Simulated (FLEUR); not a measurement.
# Collinear magnetic orders of free-standing square V monolayer, spacing 3.002 A with FLEUR

Wanted: the moments of free-standing square V monolayer, spacing 3.002 A and the energy of each order that was tried.

Method: PBEsol; all-electron FLAPW film, Dirac cores, scalar-relativistic bands, in FLEUR MaX-R8.1.

**1. The starting structure**

The cell holds 1 atom: 1 V. Cell: a = 3.002 Å, b = 3.002 Å, c = 14.000 Å, α = 90.0°, β = 90.0°, γ = 90.0°. Model lattice. Vacuum lies along c.

**2. Run 1 (ferro +)**

The parallel start is the test of whether parallel moments hold.

inpgen writes inp.xml from crystal.txt; cutoffs, mixing, functional, smearing and local orbitals are then set in the file. The k list default-1 (kpts.xml, not shown) is a Γ-centred 10×10×1 mesh; where the ranks do not divide the number of points, some are split in two of half the weight.

inp.xml

```
<?xml version="1.0" encoding="UTF-8" standalone="no"?>
<fleurInput fleurInputVersion="0.39">
   <comment>
      V
   </comment>
   <calculationSetup>
      <cutoffs Kmax="3.6" Gmax="10.8" GmaxXC="10.8" numbands="0"/>
      <scfLoop itmax="120" minDistance="0.00002" maxIterBroyd="15" imix="Anderson" alpha="0.03" precondParam="0.0" spinf="2.0" sdNocoIR="T"/>
      <coreElectrons ctail="T" frcor="F" kcrel="0" coretail_lmax="0"/>
      <xcFunctional name="PBEs" relativisticCorrections="F"/>
      <magnetism jspins="2"/>
      <soc l_soc="F" theta="0.0" phi="0.0" spav="F"/>
      <expertModes spex="0" secvar="F"/>
      <geometryOptimization l_f="F" forcealpha="1.0" forcemix="BFGS" epsdisp="0.00001" epsforce="0.00001"/>
      <ldaU l_linMix="F" mixParam="0.05" spinf="1.0"/>
   </calculationSetup>
   <cell>
      <bzIntegration valenceElectrons="13.0" mode="hist" fermiSmearingEnergy="0.00293995">
         <kPointListSelection listName="default-1"/>
         <xi:include xmlns:xi="http://www.w3.org/2001/XInclude" href="kpts.xml"> </xi:include>
      </bzIntegration>
      <xi:include xmlns:xi="http://www.w3.org/2001/XInclude" href="sym.xml"> </xi:include>
      <filmLattice scale="1.0" dVac="6.18" dTilda="8.68">
         <bravaisMatrixFilm>
            <row-1>    5.6729578260491991     0.0000000000000000</row-1>
            <row-2>    0.0000000000000000     5.6729578260491991</row-2>
         </bravaisMatrixFilm>
         <vacuumEnergyParameters vacuum="1" spinUp="-.25" spinDown="-.25"/>
      </filmLattice>
   </cell>
   <atomSpecies>
      <species name="Vanadium (1.500" element="V" atomicNumber="23">
         <mtSphere radius="2.69" gridPoints="889" logIncrement="0.014"/>
         <atomicCutoffs lmax="10" lnonsphr="8"/>
         <electronConfig flipSpins="F">
            <coreConfig>(1s1/2) (2s1/2) (2p1/2) (2p3/2)</coreConfig>
            <valenceConfig>(3s1/2) (3p1/2) (3p3/2) (4s1/2) (3d3/2) (3d5/2)</valenceConfig>
            <stateOccupation state="(3d3/2)" spinUp="0.6" spinDown="0.6"/>
            <stateOccupation state="(3d5/2)" spinUp="1.65" spinDown="0.15"/>
         </electronConfig>
         <energyParameters s="4" p="4" d="3" f="4"/>
         <lo type="SCLO" l="0" n="3" eDeriv="0"/>
         <lo type="SCLO" l="1" n="3" eDeriv="0"/>
      </species>
   </atomSpecies>
   <atomGroups>
      <atomGroup species="Vanadium (1.500">
         <filmPos label="                   1">.0000000000 .0000000000 .0000000000</filmPos>
         <force calculate="T" relaxXYZ="TTT"/>
      </atomGroup>
   </atomGroups>
   <output dos="F" band="F" slice="F">
      <bandDOS minEnergy="-.5*Htr" maxEnergy="0.5*Htr" sigma="0.015" storeEVData="T"/>
      <plotting iplot="0" polar="F">
         <plot TwoD="T" vec1="  1.0  0.0  0.0" vec2="  0.0  1.0  0.0" vec3="  0.0  0.0  1.0" zero="  0.0  0.0 -0.5" file="plot"/>
      </plotting>
      <moessbauerParams electricFieldGradient="F" isomerShift="F" coreHyperfine="F" valenceHyperfine="F"/>
   </output>
</fleurInput>
```

crystal.txt

```
V
&input film=T cartesian=F /
3.00200000000  0.00000000000  0.00000000000
0.00000000000  3.00200000000  0.00000000000
0.00000000000  0.00000000000  1.00000000000
1.8897261246
1.0 1.0 1.0

1
23 0.00000000000  0.00000000000  0.00000000000 : 1.500

&kpt div1=10 div2=10 div3=1 gamma=T /
```

Launch:

```
> OMP_NUM_THREADS=1 inpgen -f crystal.txt > inpgen.log  # inp.xml is then edited as shown
> OMP_NUM_THREADS=1 mpirun -n 2 fleur_MPI > fleur.log
```

Output:

```text
Welcome to FLEUR        (www.flapw.de)
      MaX-Release 8.1          (www.max-centre.eu)

 ========== k-point set info ==========
 Selected k-point list: default-1
 k-point list type: mesh
 0 x 0 x 0
 Number of k points: 22

 ------------Calculation Setup---------------------------
 Number of MPI-tasks      :            2
 Number of PE/node        :            2
 Number of OMP-threads    :            1
 k-points in parallel     :            2
 pe's per k-point         :            1
 No of k-point loops      :           11
 Eigenvalue solver        :       lapack
 Number of basis functions:          238
 Approximate size of matrices (H+S) per k-point:         0.001 GB
 --------------------------------------------------------
 Iteration:     1   Distance:      11.36216298 me/bohr^3
 Iteration:     2   Distance:      11.23962724 me/bohr^3
 Iteration:     3   Distance:      10.78052407 me/bohr^3
 Iteration:     4   Distance:      10.89153807 me/bohr^3
 Iteration:     5   Distance:      10.29845029 me/bohr^3
 Iteration:     6   Distance:      14.10348979 me/bohr^3
 Iteration:     7   Distance:       3.69059941 me/bohr^3
 Iteration:     8   Distance:       3.62532682 me/bohr^3
 Iteration:     9   Distance:       3.70954992 me/bohr^3
 Iteration:    10   Distance:       3.77684322 me/bohr^3
 Iteration:    11   Distance:       3.91578995 me/bohr^3
 Iteration:    12   Distance:       0.75109509 me/bohr^3
 Iteration:    13   Distance:       0.55519291 me/bohr^3
 Iteration:    14   Distance:       0.27626598 me/bohr^3
 Iteration:    15   Distance:       0.26423598 me/bohr^3
 Iteration:    16   Distance:       0.25031603 me/bohr^3
 Iteration:    17   Distance:       0.17815899 me/bohr^3
 Iteration:    18   Distance:       0.09272359 me/bohr^3
 Iteration:    19   Distance:       0.09686851 me/bohr^3
 Iteration:    20   Distance:       0.06329040 me/bohr^3
 Iteration:    21   Distance:       0.07996902 me/bohr^3
 Iteration:    22   Distance:       0.02432398 me/bohr^3
 Iteration:    23   Distance:       0.03165233 me/bohr^3
 Iteration:    24   Distance:       0.00504307 me/bohr^3
 Iteration:    25   Distance:       0.00399146 me/bohr^3
 Iteration:    26   Distance:       0.00084244 me/bohr^3
 Iteration:    27   Distance:       0.00067666 me/bohr^3
 Iteration:    28   Distance:       0.00038671 me/bohr^3
 Iteration:    29   Distance:       0.00002030 me/bohr^3
 Iteration:    30   Distance:       0.00001913 me/bohr^3

 ********************************************************************
 Run finished successfully
 Stop message:
   all done
 ********************************************************************

--- out.xml (last complete iteration) ---
<iteration numberForCurrentRun="   30" overallNumber="   30">
         <energyParameters units="Htr">
            <atomicEP atomType="1" spin="1" branch="4s" branchLowest="-2.53" branchHighest="0.91" value="-0.2179580529"/>
            <atomicEP atomType="1" spin="1" branch="4p" branchLowest="-1.57" branchHighest="1.36" value="-0.0904133089"/>
            <atomicEP atomType="1" spin="1" branch="3d" branchLowest="-9.99" branchHighest="-0.06" value="-0.1756004897"/>
            <atomicEP atomType="1" spin="1" branch="4f" branchLowest="-9.99" branchHighest="2.11" value="0.2118792360"/>
            <loAtomicEP atomType="1" spin="1" branch="3s" branchLowest="-22.04" branchHighest="-2.53" value="-2.5383790123"/>
            <loAtomicEP atomType="1" spin="1" branch="3p" branchLowest="-18.40" branchHighest="-1.57" value="-1.5822009205"/>
            <vacuumEP vacuum="1" spin="1" vzIR="-0.2357612314" vzInf="0.0000000000" value="-0.2500000000"/>
            <atomicEP atomType="1" spin="2" branch="4s" branchLowest="-2.44" branchHighest="1.01" value="-0.1484979149"/>
            <atomicEP atomType="1" spin="2" branch="4p" branchLowest="-1.47" branchHighest="1.46" value="-0.0237879395"/>
            <atomicEP atomType="1" spin="2" branch="3d" branchLowest="-9.99" branchHighest="0.04" value="-0.0846069264"/>
            <atomicEP atomType="1" spin="2" branch="4f" branchLowest="-9.99" branchHighest="2.20" value="0.2760442850"/>
            <loAtomicEP atomType="1" spin="2" branch="3s" branchLowest="-22.01" branchHighest="-2.44" value="-2.4412556388"/>
            <loAtomicEP atomType="1" spin="2" branch="3p" branchLowest="-18.37" branchHighest="-1.47" value="-1.4854255455"/>
            <vacuumEP vacuum="1" spin="2" vzIR="-0.1888133615" vzInf="0.0000000000" value="-0.2500000000"/>
         </energyParameters>
         <bandgap value="0.0238485646" units="eV"/>
         <sumValenceSingleParticleEnergies value="-15.1549465022" units="Htr"/>
         <FermiEnergy value="-0.1571125463" units="Htr"/>
         <valenceDensity>
            <mtCharges spin="1">
               <mtCharge atomType="1" total="7.3167128" s="1.2231923" p="3.1063121" d="2.9809084" f="0.0047998"/>
            </mtCharges>
            <mtCharges spin="2">
               <mtCharge atomType="1" total="4.3637552" s="1.1602895" p="3.0350923" d="0.1674773" f="0.0007008"/>
            </mtCharges>
            <spinDependentCharge spin="1" total="8.2563507" interstitial="0.7820618" mtSpheres="7.3167128" vacuum1="0.0787881"/>
            <spinDependentCharge spin="2" total="4.7436494" interstitial="0.3387345" mtSpheres="4.3637552" vacuum1="0.0205798"/>
            <totalCharge value="13.0000000962"/>
         </valenceDensity>
         <coreStates atomType="     1" atomicNumber=" 23" spin="1" kinEnergy="    437.1300942635" eigValSum="   -274.0474800917" lostElectrons=" 0.000000">
            <state n="1" l="0" j="0.5" energy="-196.8046579719" weight="1.0000000000"/>
            <state n="2" l="0" j="0.5" energy="-22.0439805669" weight="1.0000000000"/>
            <state n="2" l="1" j="0.5" energy="-18.5730846147" weight="1.0000000000"/>
            <state n="2" l="1" j="1.5" energy="-18.3128784691" weight="2.0000000000"/>
         </coreStates>
         <coreStates atomType="     1" atomicNumber=" 23" spin="2" kinEnergy="    437.5154667925" eigValSum="   -273.9340366754" lostElectrons=" 0.000000">
            <state n="1" l="0" j="0.5" energy="-196.8047447526" weight="1.0000000000"/>
            <state n="2" l="0" j="0.5" energy="-22.0097555570" weight="1.0000000000"/>
            <state n="2" l="1" j="0.5" energy="-18.5470650901" weight="1.0000000000"/>
            <state n="2" l="1" j="1.5" energy="-18.2862356379" weight="2.0000000000"/>
         </coreStates>
         <allElectronCharges>
            <spinDependentCharge spin="1" total="13.2563507" interstitial="0.7820618" mtSpheres="12.3167128" vacuum1="0.0787881"/>
            <spinDependentCharge spin="2" total="9.7436494" interstitial="0.3387345" mtSpheres="9.3637552" vacuum1="0.0205798"/>
            <totalCharge value="23.0000000963"/>
         </allElectronCharges>
         <magneticMomentsInMTSpheres units="muBohr">
            <globalMagMoment atomType="1" vec="0.00000   0.00000   2.95296"/>
            <localMagMoment atomType="1" vec="0.00000   0.00000   2.95296"/>
         </magneticMomentsInMTSpheres>
         <moessbauerParams unitsHFF="kG" unitsIS="e/bohr^3" unitsEFG="Htr/bohr^2">
         </moessbauerParams>
         <totalEnergy value="     -948.1930062408" units="Htr">
            <sumOfEigenvalues value="     -563.1364632693">
               <coreElectrons value="-547.9815167670"/>
               <valenceElectrons value="-15.1549465022"/>
            </sumOfEigenvalues>
            <densityCoulombPotentialIntegral value="-1463.0863238100"/>
            <densityEffectivePotentialIntegral value="-1521.0896193281"/>
            <chargeDenXCDenIntegral value="-44.3302875856"/>
            <FockExchangeEnergyValence value="0.0000000000"/>
            <FockExchangeEnergyCore value="0.0000000000"/>
            <atomTypeDependentContributions atomType="1">
               <electronNucleiInteractionDifferentMTs value="1126.2409231107"/>
               <MadelungTerm value="-4.0317896984"/>
            </atomTypeDependentContributions>
            <tkbTimesEntropy value="0.0022112992"/>
            <freeEnergy value="-948.1952175400"/>
            <extrapolationTo0K value="-948.1941118904"/>
         </totalEnergy>
         <densityConvergence units="me/bohr^3">
            <chargeDensity spin="1" distance="0.0000161839"/>
            <chargeDensity spin="2" distance="0.0000101946"/>
            <overallChargeDensity distance="0.0000191213"/>
            <spinDensity distance="0.0000191331"/>
         </densityConvergence>
      </iteration>
```

Run time: 2.2 min. Hardware: 2 MPI ranks of Intel Xeon at 2.10GHz (Emerald Rapids), shared host; peak memory 0.16 GiB; 2.5 min of CPU time.

Read from the output:

```
free energy                                                       : -25801.7063 eV
program's band gap on this mesh (in a metal only a level spacing) : 0.02385 eV
magnetization                                                     : 3.513 μB
final state                                                       : ferromagnetic
largest moment                                                    : 2.953 μB
```

After 30 cycles the largest moment stands at 2.95 μB.

**3. Start 2: antiferro q=(0,1/2,0) +-**

Reversing part of the moments tests the sign of the couplings between them.

This order needs a doubled cell of 2 atoms. The mesh is halved along the doubled vector, so that both cells sample the same points. The k list default-1 (kpts.xml, not shown) is a Γ-centred 10×5×1 mesh.

Changes to inp.xml since step 2:

```diff
@@ -17,3 +17,3 @@
    <cell>
-      <bzIntegration valenceElectrons="13.0" mode="hist" fermiSmearingEnergy="0.00293995">
+      <bzIntegration valenceElectrons="26.0" mode="hist" fermiSmearingEnergy="0.00293995">
          <kPointListSelection listName="default-1"/>
@@ -25,3 +25,3 @@
             <row-1>    5.6729578260491991     0.0000000000000000</row-1>
-            <row-2>    0.0000000000000000     5.6729578260491991</row-2>
+            <row-2>    0.0000000000000000    11.3459156520983981</row-2>
          </bravaisMatrixFilm>
@@ -44,2 +44,15 @@
       </species>
+      <species name="Vanadium (-1.500" element="V" atomicNumber="23">
+         <mtSphere radius="2.69" gridPoints="889" logIncrement="0.014"/>
+         <atomicCutoffs lmax="10" lnonsphr="8"/>
+         <electronConfig flipSpins="F">
+            <coreConfig>(1s1/2) (2s1/2) (2p1/2) (2p3/2)</coreConfig>
+            <valenceConfig>(3s1/2) (3p1/2) (3p3/2) (4s1/2) (3d3/2) (3d5/2)</valenceConfig>
+            <stateOccupation state="(3d3/2)" spinUp="0.6" spinDown="0.6"/>
+            <stateOccupation state="(3d5/2)" spinUp="0.15" spinDown="1.65"/>
+         </electronConfig>
+         <energyParameters s="4" p="4" d="3" f="4"/>
+         <lo type="SCLO" l="0" n="3" eDeriv="0"/>
+         <lo type="SCLO" l="1" n="3" eDeriv="0"/>
+      </species>
    </atomSpecies>
@@ -48,2 +61,6 @@
          <filmPos label="                   1">.0000000000 .0000000000 .0000000000</filmPos>
+         <force calculate="T" relaxXYZ="TTT"/>
+      </atomGroup>
+      <atomGroup species="Vanadium (-1.500">
+         <filmPos label="                   2">.0000000000 1.000/2.000 .0000000000</filmPos>
          <force calculate="T" relaxXYZ="TTT"/>
```

crystal.txt

```
V
&input film=T cartesian=F /
3.00200000000  0.00000000000  0.00000000000
0.00000000000  6.00400000000  0.00000000000
0.00000000000  0.00000000000  1.00000000000
1.8897261246
1.0 1.0 1.0

2
23 0.00000000000  0.00000000000  0.00000000000 : 1.500
23 0.00000000000  0.50000000000  0.00000000000 : -1.500

&kpt div1=10 div2=5 div3=1 gamma=T /
```

Output:

```text
[banner, memory and clock lines left out]
Welcome to FLEUR        (www.flapw.de)
      MaX-Release 8.1          (www.max-centre.eu)

 ========== k-point set info ==========
 Selected k-point list: default-1
 k-point list type: mesh
 10 x 5 x 1
 Number of k points: 18

 ------------Calculation Setup---------------------------
 Number of PE/node        :            2
 Number of OMP-threads    :            1
 k-points in parallel     :            2
 pe's per k-point         :            1
 No of k-point loops      :            9
 Eigenvalue solver        :       lapack
 Number of basis functions:          458
 Approximate size of matrices (H+S) per k-point:         0.003 GB
 Iteration:     1   Distance:      14.16067805 me/bohr^3
 Iteration:     2   Distance:      13.95277208 me/bohr^3
 Iteration:     3   Distance:      10.90710701 me/bohr^3
 Iteration:     4   Distance:       8.45701687 me/bohr^3
 Iteration:     5   Distance:       8.07155746 me/bohr^3
 Iteration:     6   Distance:       6.84179757 me/bohr^3
 Iteration:     7   Distance:       2.94062683 me/bohr^3
 Iteration:     8   Distance:       2.12263650 me/bohr^3
 Iteration:     9   Distance:       2.16268187 me/bohr^3
 Iteration:    10   Distance:       0.87537830 me/bohr^3
[... 11 iterations left out ...]
 Iteration:    22   Distance:       0.00345831 me/bohr^3
 Iteration:    23   Distance:       0.00145801 me/bohr^3
 Iteration:    24   Distance:       0.00143460 me/bohr^3
 Iteration:    25   Distance:       0.00020714 me/bohr^3
 Iteration:    26   Distance:       0.00057574 me/bohr^3
 Iteration:    27   Distance:       0.00016232 me/bohr^3
 Iteration:    28   Distance:       0.00003685 me/bohr^3
 Iteration:    29   Distance:       0.00002472 me/bohr^3
 Iteration:    30   Distance:       0.00002350 me/bohr^3
 Iteration:    31   Distance:       0.00001138 me/bohr^3

 ********************************************************************
 Run finished successfully
 Stop message:
   all done
 ********************************************************************

--- out.xml (last complete iteration) ---
<iteration numberForCurrentRun="   31" overallNumber="   31">
         [... left out ...]
         <bandgap value="0.0452394581" units="eV"/>
         <sumValenceSingleParticleEnergies value="-30.0030955439" units="Htr"/>
         <FermiEnergy value="-0.1549103915" units="Htr"/>
         <valenceDensity>
            <mtCharges spin="1">
               <mtCharge atomType="1" total="7.3718116" s="1.2376607" p="3.0769994" d="3.0534690" f="0.0027843"/>
               <mtCharge atomType="2" total="4.3292829" s="1.1366228" p="3.0465608" d="0.1427246" f="0.0025369"/>
            </mtCharges>
            <mtCharges spin="2">
               <mtCharge atomType="1" total="4.3292829" s="1.1366228" p="3.0465608" d="0.1427246" f="0.0025369"/>
               <mtCharge atomType="2" total="7.3718116" s="1.2376607" p="3.0769994" d="3.0534690" f="0.0027843"/>
            </mtCharges>
            <spinDependentCharge spin="1" total="13.0000001" interstitial="1.1051024" mtSpheres="11.7010946" vacuum1="0.0969016"/>
            <spinDependentCharge spin="2" total="13.0000001" interstitial="1.1051024" mtSpheres="11.7010945" vacuum1="0.0969016"/>
            <totalCharge value="26.0000001883"/>
         </valenceDensity>
         [... left out ...]
         <magneticMomentsInMTSpheres units="muBohr">
            <globalMagMoment atomType="1" vec="0.00000   0.00000   3.04253"/>
            <localMagMoment atomType="1" vec="0.00000   0.00000   3.04253"/>
            <globalMagMoment atomType="2" vec="0.00000   0.00000  -3.04253"/>
            <localMagMoment atomType="2" vec="0.00000   0.00000  -3.04253"/>
         </magneticMomentsInMTSpheres>
         [... left out ...]
         <totalEnergy value="    -1896.3924624694" units="Htr">
            <sumOfEigenvalues value="    -1125.6778741194">
               <coreElectrons value="-1095.6747785755"/>
               <valenceElectrons value="-30.0030955439"/>
            </sumOfEigenvalues>
            <densityCoulombPotentialIntegral value="-2925.5413655699"/>
            <densityEffectivePotentialIntegral value="-3041.5794226471"/>
            <chargeDenXCDenIntegral value="-88.6846302396"/>
            <FockExchangeEnergyValence value="0.0000000000"/>
            <FockExchangeEnergyCore value="0.0000000000"/>
         [... left out ...]
            <tkbTimesEntropy value="0.0053657657"/>
            <freeEnergy value="-1896.3978282351"/>
            <extrapolationTo0K value="-1896.3951453522"/>
         </totalEnergy>
         <densityConvergence units="me/bohr^3">
            <chargeDensity spin="1" distance="0.0000073186"/>
            <chargeDensity spin="2" distance="0.0000073069"/>
            <overallChargeDensity distance="0.0000091824"/>
            <spinDensity distance="0.0000113838"/>
         </densityConvergence>
      </iteration>
```

Wall time 3.6 min (2 MPI ranks); peak memory 0.29 GiB; 4.4 min of CPU time.

Read from the output:

```
free energy                                                       : -51603.6138 eV
program's band gap on this mesh (in a metal only a level spacing) : 0.04524 eV
magnetization                                                     : 0 μB
final state                                                       : antiferromagnetic
largest moment                                                    : 3.043 μB
```

It lies 101 meV a seeded atom under the first start, and its largest moment is 3.04 μB against 2.95 μB.

(Continued in part 2 of 2.)

[Logs and program files are shortened in this print: banners, set-up blocks, solver, clock and traceback lines can be left out without a mark of their own.]

[Logs are printed without paths, hosts, clocks, repeated set-up lines and the standing remarks that a program may print on its own settings, such as how far it seeks lower states.]

[Hosts, paths, dates, database ids (printed as entryN), source tags and the programs' standing remarks are cut or masked in the printed files.]

[Where a cell is said to come from a database of computed structures, the database is the Materials Project.]
